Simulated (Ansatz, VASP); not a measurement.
## C: VASP beside Ansatz

INCAR

```
PREC = Accurate ; ENCUT = 520
EDIFF = 1E-6 ; ISMEAR = 0
SIGMA = 0.02 ; LREAL = F
LASPH = T ; NELM = 60
ALGO = Normal ; ISIF = 2
LWAVE = F ; LCHARG = F
GGA = PS ; NBANDS = 11
```

Contents of KPOINTS:

```
Automatic mesh
0
Gamma
  14 14 14
```

The input POSCAR:

```
C
1.0
    0.0000000000      2.2213749900      3.1047678000
    1.2051469200      0.0000000000      3.1047678000
    1.2051469200      2.2213749900      0.0000000000
C
2
Direct
    0.2254382181      0.7745617819      0.2254382181
    0.7745617819      0.2254382181      0.7745617819
```

Input for Ansatz:

```yaml
crystal:
  lattice:
    - [0.0, 2.22137499, 3.1047678]
    - [1.20514692, 0.0, 3.1047678]
    - [1.20514692, 2.22137499, 0.0]
  atoms:
    - { symbol: C, position: [0.2254382181, 0.7745617819, 0.2254382181] }
    - { symbol: C, position: [0.7745617819, 0.2254382181, 0.7745617819] }
basis:
  ecutwfc: 420
kpoints:
  mp_grid: { grid: [14, 14, 14] }
hamiltonian:
  xc: pbesol
scf:
  occupations: { method: gaussian, width: 0.02 }
output:
  forces: true
  stress: true
  eigenvalues: true
```

Alike in both runs: task single point; functional PBEsol; k mesh 14 × 14 × 14; occupations gaussian, width 0.02 eV; no spin polarisation.

```csv
,VASP,Ansatz
version,VASP 6.6.1,Ansatz 0.2.0
potentials or method,"VASP PAW PBE potentials, release 64 (C)","scalar-relativistic, plane waves, PAW"
plane-wave cutoff (eV),520,420
valence electrons in the cell,8,8
```

```csv
,VASP,Ansatz,Ansatz less VASP
gap on the k mesh at the Fermi level (eV),none,none,-
pressure (GPa),68.4,68.4,-0.05
largest component of the traceless stress (GPa),82.88,82.64,-0.241
rms of the force components (eV/Å),2.819,2.839,+0.0197
```

Atom by atom the forces differ by 0.020 eV/Å (rms over components). A gap of «none» marks a metal or a gap that the smearing closes. With one functional, cell and mesh, what is left measures potentials, basis and numerics.

Caveats: the cell as given lies far from equilibrium; so large a pressure means that the cell lies far from this level's equilibrium, or that cutoff or potentials fall short (VASP); the potentials were made for another functional, which shifts forces and pressure (VASP).
